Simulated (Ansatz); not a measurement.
Runs of Ansatz 0.2.0 on AlNi3. Symmetry: Pm-3m, No. 221, cubic system. Conventional cell: a = 3.523 Å, b = 3.523 Å, c = 3.523 Å, α = 90.00°, β = 90.00°, γ = 90.00°. Ni (site symmetry 4/mmm) has 8 Ni at 2.49 Å and 4 Al at 2.49 Å as nearest neighbours. Around Al (site symmetry m-3m) lie 12 Ni at 2.49 Å. The cell is a database's computed one.

```csv
task,level,cutoff (eV),basis error allowed,pressure (GPa),moment (μB),V0 of scaled cells (Å³/atom),B0 (GPa)
single point,PBEsol,310,0.001 eV/atom,-0.7,0.67,-,-
equation of state,LDA,-,0.002 eV/atom,-,-,10.53,221
equation of state,PBEsol,-,0.001 eV/atom,-,-,(b),203
band structure,PBEsol,286,0.002 eV/atom,-0.7,0.67,-,-
band structure,PBE,286,0.002 eV/atom,7.3,0.71,-,-
band structure,LDA,287,0.002 eV/atom,(a),(c),-,-
```

Alike in all rows: potentials or basis all-electron LAPW, scalar-relativistic; spin collinear, ferromagnetic start; cell as given; k mesh 8 × 8 × 8; smearing fermi-dirac 0.05 eV.

Problem. Estimate the missing entries.

Solution. (a) -7.5; (b) 10.89; (c) 0.50.

Not every run made on this cell is shown here.
